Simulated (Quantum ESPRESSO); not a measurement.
# GaSb: phonons with PBE

**Measured values to compare with.**

From a printed reference work, data compilation, for a bulk crystal of GaSb at 4.2 K: band gap 0.811 eV (direct).

GaSb:

```
Sb Ga
1.0
     0.00000    3.05900    3.05900
     3.05900    0.00000    3.05900
     3.05900    3.05900    0.00000
Sb Ga
1 1
Direct
  0.75000 0.75000 0.75000
  0.00000 0.00000 0.00000
```

| Item | Value |
| --- | --- |
| Program | Quantum ESPRESSO 7.5 |
| Task | phonons |
| Functional | PBE |
| Potentials or basis | SSSP 1.3 efficiency PBE |
| Cutoff | 952 eV |
| Density cutoff | 7619 eV |
| k mesh | 8 × 8 × 8 |
| Occupations | cold, width 0.272 eV |
| Spin | no spin polarisation |
| Mixing beta | 0.5 |
| Most SCF iterations | 120 |
| SCF threshold | 4e-10 Ry |

```yaml
Relaxed_volume: 29.93 Å³/atom
Relaxed_cell: a = 4.391 Å, b = 4.391 Å, c = 4.391 Å, α = 60.00°, β = 60.00°, γ = 60.00°
Space_group_after_relaxing_to_0.05_Å: F-43m (No. 216)
Pressure_after_relaxing: 0.0 GPa
Band_gap_on_the_k_mesh: none (metal or under the smearing width)
Highest_phonon_frequency_at_Γ: 204 cm⁻¹
```

The path:
```csv
step,energy change (eV),largest force (eV/Å),pressure (GPa),volume (Å³)
1,0.0000,0.0000,2.21,57.25
2,-0.0077,0.0000,1.61,57.90
3,-0.0135,0.0000,0.98,58.61
4,-0.0172,0.0000,0.11,59.70
5,-0.0172,0.0000,0.00,59.85
6,-0.0172,0.0000,0.00,59.85
```

Final structure:
```
Sb Ga
1.0
     0.00000    3.10471    3.10471
     3.10471    0.00000    3.10471
     3.10471    3.10471    0.00000
Sb Ga
1 1
Direct
  0.75000 0.75000 0.75000
  0.00000 0.00000 0.00000
```

Levels at points of the mesh, in eV from the Fermi level:
```
             k point  band 10  band 11  band 12  band 13  band 14  band 15  band 16  band 17  band 18  band 19
  (0.00, 0.00, 0.00)   -14.88   -11.18    -0.27     0.00     0.00     0.00     2.81     2.81     2.81     5.80
 (0.00, 0.00, -0.50)   -14.88    -9.67    -6.15    -1.08    -1.08     0.32     3.77     3.77     6.54     9.10
(0.00, -0.50, -0.50)   -14.88    -8.91    -6.60    -2.42    -2.42     0.96     1.35     8.44     8.44     9.73
```

Phonon frequencies in cm⁻¹ (negative: imaginary):
```
              q point        frequencies
(0.000, 0.000, 0.000)  6 6 6 204 204 204
```

Optical modes at Γ, degenerate ones joined:
```
cm⁻¹  components  symmetry     active in
 204           3        T2  IR and Raman
```

Wall time 25 min on 1 thread of Arm Neoverse V2, with other jobs on the host, peak memory 0.39 GiB.

Measured gap of GaSb: 0.811 eV (direct; 4.2 K; a printed reference work, data compilation). This calculation gives 0.00 eV (-0.81 eV). Spin-orbit coupling on Ga, Sb is left out. The value is that of PBE on a finite k mesh, which can miss the band edges, without temperature or zero-point motion. Semilocal functionals fall short of measured gaps as a rule.

Caveat: this crystal is a semiconductor, whose small gap the functional closes, so the metal is an error of the method. The run has no spin-orbit coupling, so splittings on Sb are missing.
